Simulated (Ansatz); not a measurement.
# SiC: the cost of one run

Program: Ansatz 0.2.0. Level of theory: DFT PBE, scalar-relativistic, plane waves, PAW. These are calculated values, not measurements.

**1. The structure to begin with**

The structure is orthorhombic, space group Fmm2 (No. 42). The conventional cell has a = 2.873 Å, b = 7.834 Å, c = 4.977 Å, α = 90.00°, β = 90.00°, γ = 90.00°. Around Si (site symmetry mm2) lie 3 C at 1.66 Å. C (site symmetry mm2) is surrounded by 3 Si at 1.66 Å.

Structure file:

```
CELL_PARAMETERS angstrom
0.00000 3.91709 2.48855
1.43673 0.00000 2.48855
1.43673 3.91709 0.00000
ATOMIC_POSITIONS crystal
Si 0.66667 0.66667 0.33333
C 0.33333 0.33333 0.66667
```

The start is an ordering of an alloy on its end members' structure types: elements ordered on the sites of the C type, Si/C on C (Fmm2, No. 42).

**2. A first look at the guess**

File input.yaml:

```yaml
crystal:
  lattice:
    - [0.0, 3.91708952, 2.4885453]
    - [1.43673418, 0.0, 2.4885453]
    - [1.43673418, 3.91708952, 0.0]
  atoms:
    - { symbol: Si, position: [0.66667001, 0.66667001, 0.33332999] }
    - { symbol: C, position: [0.33332999, 0.33332999, 0.66667001] }
basis:
  ecutwfc: 420
kpoints:
  mp_grid: { grid: [8, 8, 8] }
hamiltonian:
  xc: pbe
scf:
  occupations: { method: gaussian, width: 0.1 }
  lower_state_search: "off"
output:
  forces: true
  stress: true
  eigenvalues: true
```

On the command line:

```bash
> ansatz run input.yaml --threads 1 --pin off --max-ram 2560MiB --backend cpu --events-out ev --progress --plain --runs-dir out
```

Q: Estimate wall time and peak memory on 1 thread of Arm Neoverse V2, shared host.

About 2.8 s, with a peak of 0.3 GiB.
